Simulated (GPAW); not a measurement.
Runs of GPAW 26.7.0 on Au. The structure is cubic, space group Pm-3m (No. 221). The conventional cell has a = 2.748 Å, b = 2.748 Å, c = 2.748 Å, α = 90.00°, β = 90.00°, γ = 90.00°. Around Au (site symmetry m-3m) lie 6 Au at 2.75 Å. The cell was built by a generator and needn't be a form met in nature.

```csv
level,gap on the mesh (eV),pressure (GPa),relaxed volume (Å³/atom)
PBEsol+D3(BJ),none,0.0,19.27
PBEsol+D3,none,-0.1,(a)
PBEsol+D4,none,0.0,(b)
PBEsol,none,0.1,19.94
PBEsol+D3(BJ)+ATM,none,0.0,19.41
```

Alike in all rows: task relaxation of cell and atoms; potentials or basis PAW data sets generated in the run's folder for this functional, pw; no spin polarisation; cell relaxed; k mesh 10 × 10 × 10; cutoff (eV) 600; smearing fermi-dirac 0.05 eV.

Task: Fill in the values left out.

Result: (a) 19.16; (b) 19.54.

Caveats: with this Au data set, volumes or pressures lay over 1.5 % or 2 GPa off other programs in two to four cells of ten; later steps reuse the first step's grids; pairwise dispersion overbinds metals, which lowers pressure and volume (some runs).

A k mesh can miss the band edges, and the runs leave out spin-orbit coupling on Au.

A gap of «none» marks a metal or a gap under the smearing width.
